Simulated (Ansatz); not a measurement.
**ScAl3 under changes of volume**

One of the cells (17.077 Å³/atom); the others are scaled copies at fixed shape and fractional positions:

```
CELL_PARAMETERS angstrom
4.08781 0.00000 0.00000
0.00000 4.08781 0.00000
0.00000 0.00000 4.08781
ATOMIC_POSITIONS crystal
Sc 0.00000 0.00000 0.00000
Al 0.50000 0.50000 0.00000
Al 0.00000 0.50000 0.50000
Al 0.50000 0.00000 0.50000
```

The cell is a database's computed one.

| Property | Result |
| --- | --- |
| Program | Ansatz 0.2.0 |
| Functional | PBEsol |
| Potentials or basis | all-electron LAPW, scalar-relativistic |
| Cutoff | 180 eV (chosen from the basis error) |
| Basis error allowed | 0.001 eV/atom |
| k mesh | 7 × 7 × 7 |
| Occupations | fermi-dirac, width 0.05 eV |
| Spin | no spin polarisation |

```tsv
volume (Å³/atom)	energy over the lowest point (meV/atom)	pressure (GPa)
16.052	?	?
16.394	3.63	2.7
16.735	0.00	0.7
17.077	0.52	-1.1
17.419	4.75	-2.8
17.760	12.40	-4.3
18.102	23.11	-5.7
```

Q: What does the run at 16.052 Å³/atom give?

A: Energy over the lowest point 11.84 meV/atom; pressure 5.0 GPa.

Worked out: A Birch-Murnaghan fit of order 3 (a polynomial in V^(-2/3)) to the other rows has its minimum at 16.86 Å³/atom with B0 = V·E''(V) = 92 GPa and B' = 3.9. It gives 11.84 meV/atom at 16.052 Å³/atom, against the run's 11.84, and -dE/dV = 5.0 GPa, against 5.0.

Energies are extrapolated to zero smearing.
